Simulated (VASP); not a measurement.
# WS2 in VASP: a series of runs, part 2 of 2

VASP 6.6.1. The steps go on from the part before.

## Step 3: Single point, r2SCAN

This run uses another cell than the first one, of 49.72 Å³/atom, 0.566 times its volume.

POSCAR reads:

```
WS2
1.0
    3.1700000000      0.0000000000      0.0000000000
   -1.5850000000      2.7453005300      0.0000000000
    0.0000000000      0.0000000000     17.1400000000
S W
2 1
Direct
    0.6666670000      0.3333330000      0.4084014002
    0.6666670000      0.3333330000      0.5915985998
    0.3333330000      0.6666670000      0.5000000000
```

INCAR.step1 reads:

```
PREC = Accurate
ENCUT = 520
ISMEAR = 0
SIGMA = 0.03
LREAL = F
LASPH = T
NELM = 100
LDIPOL = T
IDIPOL = 3
DIPOL = 0.5 0.5 0.500
NBANDS = 20
GGA = PE
ALGO = Normal
EDIFF = 1E-4
LWAVE = T
LCHARG = F
```

INCAR.step2 reads:

```
PREC = Accurate
ENCUT = 520
EDIFF = 1E-7
ISMEAR = 0
SIGMA = 0.03
LREAL = F
LASPH = T
NELM = 100
ALGO = Normal
ISIF = 2
LWAVE = F
LCHARG = F
LDIPOL = T
IDIPOL = 3
DIPOL = 0.5 0.5 0.500
METAGGA = R2SCAN
LMIXTAU = T
NBANDS = 20
ISTART = 1
```

KPOINTS reads:

```
Automatic mesh
0
Gamma
  12 12 1
```

Potentials or basis: VASP PAW PBE potentials, release 64 (S, W_sv).

The run is started by

```
$ cat potpaw_PBE.64/S/POTCAR potpaw_PBE.64/W_sv/POTCAR > POTCAR
$ cp INCAR.step1 INCAR
$ mpirun -np 1 vasp_std > vasp.out
$ cp INCAR.step2 INCAR
$ mpirun -np 1 vasp_std > vasp.out
```

OUTCAR:

```text
PREC = Accurate
   ENCUT = 520
   EDIFF = 1E-7
   ISMEAR = 0
   LREAL = F
   LASPH = T
   NELM = 100
   ISIF = 2
   METAGGA = R2SCAN
   ISTART = 1

 ion  position               nearest neighbor table
   1  0.667  0.333  0.408-   3 2.41   3 2.41   3 2.41
   2  0.667  0.333  0.592-   3 2.41   3 2.41   3 2.41
   3  0.333  0.667  0.500-   1 2.41   2 2.41   1 2.41   2 2.41   1 2.41   2 2.41

  LATTYP: Found a hexagonal cell.
 ALAT       =     3.1700000000
 C/A-ratio  =     5.4069400631

  Lattice vectors:

 A1 = (   3.1700000000,   0.0000000000,   0.0000000000)
 A2 = (  -1.5850000000,   2.7453005300,   0.0000000000)
 A3 = (   0.0000000000,   0.0000000000,  17.1400000000)

Analysis of symmetry for initial positions (statically):
=====================================================================
 Subroutine PRICEL returns:
 Original cell was already a primitive cell.

 Routine SETGRP: Setting up the symmetry group for a
 hexagonal supercell.

 Subroutine GETGRP returns: Found 12 space group operations
 (whereof 12 operations were pure point group operations)
 out of a pool of 24 trial point group operations.

The static configuration has the point symmetry D_3h.

Analysis of symmetry for dynamics (positions and initial velocities):
=====================================================================
 Subroutine PRICEL returns:
 Original cell was already a primitive cell.

 Routine SETGRP: Setting up the symmetry group for a
 hexagonal supercell.

 Subroutine GETGRP returns: Found 12 space group operations
 (whereof 12 operations were pure point group operations)
 out of a pool of 24 trial point group operations.

The dynamic configuration has the point symmetry D_3h.

 Subroutine INISYM returns: Found 12 space group operations
 (whereof 12 operations are pure point group operations),
 and found     1 'primitive' translations

----------------------------------------------------------------------------------------

                                     Primitive cell

  volume of cell :     149.1626

  direct lattice vectors                    reciprocal lattice vectors
     3.170000000  0.000000000  0.000000000     0.315457413  0.182129422  0.000000000
    -1.585000000  2.745300530  0.000000000     0.000000000  0.364258845  0.000000000
     0.000000000  0.000000000 17.140000000     0.000000000  0.000000000  0.058343057

  length of vectors
     3.170000000  3.170000000 17.140000000     0.364258845  0.364258845  0.058343057

  position of ions in fractional coordinates (direct lattice)
     0.666667000  0.333333000  0.408401400
     0.666667000  0.333333000  0.591598600
     0.333333000  0.666667000  0.500000000

  ion indices of the primitive-cell ions
   primitive index   ion index
                 1           1
                 2           2
                 3           3

----------------------------------------------------------------------------------------

 KPOINTS: Automatic mesh

Automatic generation of k-mesh.
 Grid dimensions read from file:
 generate k-points for:   12   12    1

[... 21 lines left out ...]
  0.083333  0.000000  0.000000      6.000000
  0.166667  0.000000  0.000000      6.000000
  0.250000  0.000000  0.000000      6.000000
  0.333333 -0.000000  0.000000      6.000000
  0.416667  0.000000  0.000000      6.000000
[... 11 lines left out ...]
  0.333333  0.250000  0.000000     12.000000
  0.333333  0.333333  0.000000      2.000000
   k-points           NKPTS =     19   k-points in BZ     NKDIM =     19   number of bands    NBANDS=     20
   number of dos      NEDOS =    301   number of ions     NIONS =      3
   total plane-waves  NPLWV =  73728
   dimension x,y,z NGX =    24 NGY =   24 NGZ =  128
   dimension x,y,z NGXF=    48 NGYF=   48 NGZF=  256
   ions per type =               2   1
   NGX,Y,Z   is equivalent  to a cutoff of  12.59, 12.59, 12.42 a.u.
   NGXF,Y,Z  is equivalent  to a cutoff of  25.17, 25.17, 24.83 a.u.
 SYSTEM =  unknown system
   PREC   = accura    normal or accurate (medium, high low for compatibility)
   ISTART =      1    job   : 0-new  1-cont  2-samecut
   ICHARG =      0    charge: 1-file 2-atom 10-const
   ISPIN  =      1    spin polarized calculation?
   LNONCOLLINEAR =      F non collinear calculations
   LSORBIT =      F    spin-orbit coupling
   LASPH  =      T    aspherical Exc in radial PAW
   ENCUT  =  520.0 eV  38.22 Ry    6.18 a.u.   5.89  5.89 31.87*2*pi/ulx,y,z
   NELM   =    100;   NELMIN=  2; NELMDL=  0     # of ELM steps
   EDIFF  = 0.1E-06   stopping-criterion for ELM
   LREAL  =      F    real-space projection
   EDIFFG = 0.1E-05   stopping-criterion for IOM
   NSW    =      0    number of steps for IOM
   IBRION =     -1    ionic relax: 0-MD 1-quasi-New 2-CG
   NFREE  =      0    steps in history (QN), initial steepest desc. (CG)
   ISIF   =      2    stress and relaxation
   ISYM   =      2    0-nonsym 1-usesym 2-fastsym
   POTIM  = 0.5000    time-step for ionic-motion
   TEBEG  =    0.0;   TEEND  =   0.0 temperature during run
   PSTRESS=    0.0 pullay stress
   NELECT =      26.0000    total number of electrons
   NUPDOWN=      -1.0000    fix difference up-down
   EMIN   =  10.00;   EMAX   =-10.00  energy-range for DOS
   EFERMI =   0.00;   METHOD = LEGACY
   ISMEAR =     0;   SIGMA  =   0.03  broadening in eV -4-tet -1-fermi 0-gaus
   EFERMI_NEDOS =   21; number of points for ismear=-14 and -15
   IALGO  =     38    algorithm
   IMIX   =      4    mixing-type and parameters
     AMIX     =   0.40;   BMIX     =  1.00
     AMIX_MAG =   1.60;   BMIX_MAG =  1.00
  volume/ion in A,a.u.               =      49.72       335.53
  Fermi-wavevector in a.u.,A,eV,Ry     =   0.914491  1.728137 11.378460  0.836293
  Thomas-Fermi vector in A             =   2.039124
   LORBIT       =      0    0 simple, 1 ext, 2 COOP (PROOUT), +10 PAW based schemes
   METAGGA = R2SCAN    functional components
   LHFCALC =     F    Hartree Fock is set to
   AEXX    =    0.0000 exact exchange contribution
   IVDW    =     0    specifies the selected vdW correction
   LEPSILON=     F    determine dielectric tensor
   LRPA    =     F    only Hartree local field effects (RPA)
 non-spin polarized calculation
 Gauss-broadening in eV      SIGMA  =   0.03
  energy-cutoff  :      520.00
  volume of cell :      149.16
 maximum number of plane-waves:      4044
 NGX is ok and might be reduce to    24
   NGX = 11   NGY = 11   NGZ = 63

 dipolmoment           0.000000      0.000000      0.000000 electrons x Angstroem

 number of electron      25.9999999 magnetization

 dipolmoment           0.000000      0.000000     -0.000000 electrons x Angstroem

 Free energy of the ion-electron system (eV)
  ---------------------------------------------------
  ext. energy  EPLUGINS =         0.00000000
  ---------------------------------------------------
  free energy    TOTEN  =       -70.03825415 eV

  energy without entropy =      -70.03825415  energy(sigma->0) =      -70.03825415

 E-fermi :  -1.2143     XC(G=0):  -4.5714

 val. band max:       -1.3975765217   @ k =   0.3333   0.3333   0.0000
 cond. band min:       0.5978562960   @ k =   0.3333   0.3333   0.0000
 fundamental gap:      1.9954328177
 Fermi energy:        -1.2143279193

 k-point     1 :       0.0000    0.0000    0.0000
  band No.  band energies     occupation
      1     -77.3535      2.00000
      2     -40.9465      2.00000
      3     -40.7781      2.00000
      4     -40.7781      2.00000
      5     -16.8925      2.00000
      6     -15.1870      2.00000
[... 426 lines left out ...]
     19       6.1010      0.00000
     20       8.5904      0.00000

------------------------ aborting loop because EDIFF is reached ----------------------------------------

 vacuum level on the upper side and lower side of the slab       (xc-potential included)        -0.006        -0.006

  FORCE on cell =-STRESS in cart. coord.  units (eV):
  Direction    XX          YY          ZZ          XY          YZ          ZX
  --------------------------------------------------------------------------------------
  -------------------------------------------------------------------------------------
  Total        0.2858275      0.2858275     -0.4183001      0.0000000     -0.0000000      0.0000000
  in kB        3.0701144      3.0701144     -4.4930222      0.0000000     -0.0000000      0.0000000
  external PRESSURE =       0.5490688 kB  Pullay stress =       0.0000000 kB

 VOLUME and BASIS-vectors are now :
 -----------------------------------------------------------------------------
  energy-cutoff  :      520.00
  volume of cell :      149.16
      direct lattice vectors                 reciprocal lattice vectors
     3.170000000  0.000000000  0.000000000     0.315457413  0.182129422  0.000000000
    -1.585000000  2.745300530  0.000000000     0.000000000  0.364258845  0.000000000
     0.000000000  0.000000000 17.140000000     0.000000000  0.000000000  0.058343057

 POSITION                                       TOTAL-FORCE (eV/Angst)
 -----------------------------------------------------------------------------------
      1.58500      0.91510      7.00000         0.000000      0.000000      0.125416
      1.58500      0.91510     10.14000         0.000000      0.000000     -0.125416
     -0.00000      1.83020      8.57000        -0.000000      0.000000      0.000000
 -----------------------------------------------------------------------------------
    total drift:                                0.000176     -0.000102      0.000000

  FREE ENERGIE OF THE ION-ELECTRON SYSTEM (eV)
  ---------------------------------------------------
  free  energy   TOTEN  =       -70.0382541473 eV

  energy  without entropy=      -70.0382541473  energy(sigma->0) =      -70.03825415

 vacuum level on the upper side and lower side of the slab         4.489         4.489
```

Wall time 2.7 min (1 thread of Intel Xeon Platinum 8488C (Sapphire Rapids), shared host); peak memory 0.29 GiB.

Results:

```
Free energy            : -70.0383 eV
Largest force          : 0.125 eV/Å
Band gap on the k mesh : 2.00 eV, direct
```

Forces in eV/Å, atoms in the order of the input:
```
S    0.000  0.000  0.125
S    0.000  0.000 -0.125
W    0.000  0.000  0.000
```

Levels at points of the mesh, in eV from the valence-band top:
| k point | band 9 | band 10 | band 11 | band 12 | band 13 | band 14 | band 15 | band 16 | band 17 | band 18 |
| --- | --- | --- | --- | --- | --- | --- | --- | --- | --- | --- |
| (0.00, 0.00, 0.00) | -2.99 | -2.28 | -1.71 | -1.71 | -0.06 | 3.11 | 3.11 | 3.23 | 3.23 | 5.60 |
| (0.50, 0.00, 0.00) | -4.64 | -3.59 | -2.31 | -1.37 | -0.99 | 3.07 | 3.51 | 4.41 | 5.00 | 5.58 |

Caveat: the PAW data sets were made with another functional, which shifts forces and pressure a little; spin-orbit coupling is left out, which moves the levels of the heavy elements. r2SCAN opens gaps a little over a GGA but as a rule still falls short of measured ones.
